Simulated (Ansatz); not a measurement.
Runs of Ansatz 0.2.0 on MoS2. The structure is trigonal, space group P-3m1 (No. 164). The conventional cell has a = 3.227 Å, b = 3.227 Å, c = 6.312 Å, α = 90.00°, β = 90.00°, γ = 120.00°. Mo (site symmetry -3m) is surrounded by 6 S at 2.42 Å. Around S (site symmetry 3m) lie 3 Mo at 2.42 Å. Measurements of this composition are mostly on another form, of space group No. 194.

| level | gap on the mesh (eV) | pressure (GPa) | relaxed volume (Å³/atom) |
| --- | --- | --- | --- |
| PBE+D4 | none | 0.0 | 17.06 |
| PBE | none | 0.0 | 20.44 |
| PBE+D3(BJ)-ATM | none | 0.0 | 17.14 |
| PBE+D3(BJ) | none | 0.0 | (a) |

Alike in all rows: task relaxation of cell and atoms; potentials or basis Ansatz PAW; no spin polarisation; cell relaxed; k mesh 9 × 9 × 4; cutoff (eV) 420; smearing fermi-dirac 0.05 eV.

Q: Estimate the missing entries.

A: (a) 16.89.

Caveats: the plane-wave basis is chosen anew once the cell has moved, so the energies of steps on either side of that aren't comparable; this functional lacks dispersion, which binds the layers, so the pressure and a relaxed spacing across them are unreliable (some runs).

A k mesh can miss the band edges, and the runs leave out spin-orbit coupling on Mo.

A gap of «none» marks a metal or a gap under the smearing width.
